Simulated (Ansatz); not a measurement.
Crystal: Pb.

```
Pb
1.0
     3.03861   -1.75032    0.00000
     3.03861    1.75032    0.00000
    -2.11546    0.00000    6.09522
Pb
2
Direct
  0.90851 0.90851 0.72629
  0.09149 0.09149 0.27371
```

This isn't the form of Pb at room conditions, which is fcc.

* Program: Ansatz 0.2.0
* Task: single point
* Functional: PBE
* Potentials or basis: all-electron LAPW, scalar-relativistic
* Cutoff: 174 eV (chosen from the basis error)
* Basis error allowed: 0.001 eV/atom
* k mesh: 9 × 9 × 5
* Occupations: fermi-dirac, width 0.05 eV
* Spin: no spin polarisation

On this cell: pressure 0.8 GPa; largest force 0.079 eV/Å; band gap on the k mesh none (metal or under the smearing width).

The same run follows on a disturbed copy (atoms moved at random, drawn with an rms of 0.05 Å):

```xyz
2
Lattice="3.0386 -1.7503 0.0000 3.0386 1.7503 0.0000 -2.1155 0.0000 6.0952" Properties=species:S:1:pos:R:3 pbc="T T T"
Pb    3.9634    0.0235    4.4427
Pb   -0.0398   -0.0191    1.6547
```

**Question.** What changes?

**Answer.** The energy (extrapolated to zero smearing) moves by +1.8 meV/atom; pressure 0.7 GPa; largest force 0.146 eV/Å; band gap on the k mesh none (metal or under the smearing width).

Forces on the atoms (eV/Å):
```
Pb   0.029 -0.011 -0.142
Pb  -0.029  0.011  0.142
```

Stress tensor (GPa, compression positive):
```
 0.67 -0.06 -0.01
-0.06  0.67 -0.12
-0.01 -0.12  0.75
```
